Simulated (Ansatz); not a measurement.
Runs of Ansatz 0.2.0 on CuO. It takes space group P4/mmm (No. 123, tetragonal). The conventional cell has a = 4.161 Å, b = 4.161 Å, c = 3.888 Å, α = 90.00°, β = 90.00°, γ = 90.00°. Cu (site symmetry mmm) is surrounded by 4 O at 1.94 to 2.08 Å. Around Cu (site symmetry 4/mmm) lie 6 O at 1.94 to 2.08 Å. Around O (site symmetry 4/mmm) lie 6 Cu at 1.94 to 2.08 Å. Around O (site symmetry mmm) lie 4 Cu at 1.94 to 2.08 Å. Measurements of this composition are mostly on another form, of space group No. 15.

| task | level | U | cell | cutoff (eV) | points for each segment of the path | hubbard projectors | double counting | gap on the mesh (eV) | pressure (GPa) |
| --- | --- | --- | --- | --- | --- | --- | --- | --- | --- |
| projected density of states | BLYP | - | as given | 420 | - | - | - | none | (a) |
| band structure | PBEsol+U | Cu d U = 5.3 eV | as given | 420 | 14 | ortho-atomic (the default) | fll (the default) | none | -2.4 |
| projected density of states | LDA | - | as given | 420 | - | - | - | none | -11.5 |
| relaxation of cell and atoms | LDA | - | relaxed | 420 | - | - | - | none | 0.0 |
| band structure | r2SCAN | - | as given | 500 | 14 | - | - | none | -4.8 |

Alike in all rows: potentials or basis Ansatz PAW; no spin polarisation; k mesh 7 × 7 × 7; smearing fermi-dirac 0.05 eV.

**Question.** Fill in the values left out.

**Answer.** (a) 7.5.

Caveats: an odd number of electrons without spin polarisation forces a metal; a magnetic or distorted state may lie lower; the run has no spin polarisation, though such a crystal can be magnetic; the PAW data sets come from PBE, with cores solved anew for the run's functional, which leaves a small shift of forces and pressure; semilocal functionals often make such compounds metallic where correlation or magnetic order opens a gap, which also shifts bond lengths (some runs); the potentials were made for another functional, which shifts forces and pressure (some runs); U without spin polarisation on a metal has little footing (some runs).

A k mesh can miss the band edges.

A gap of «none» marks a metal or a gap under the smearing width.

Not every run made on this cell is shown here.
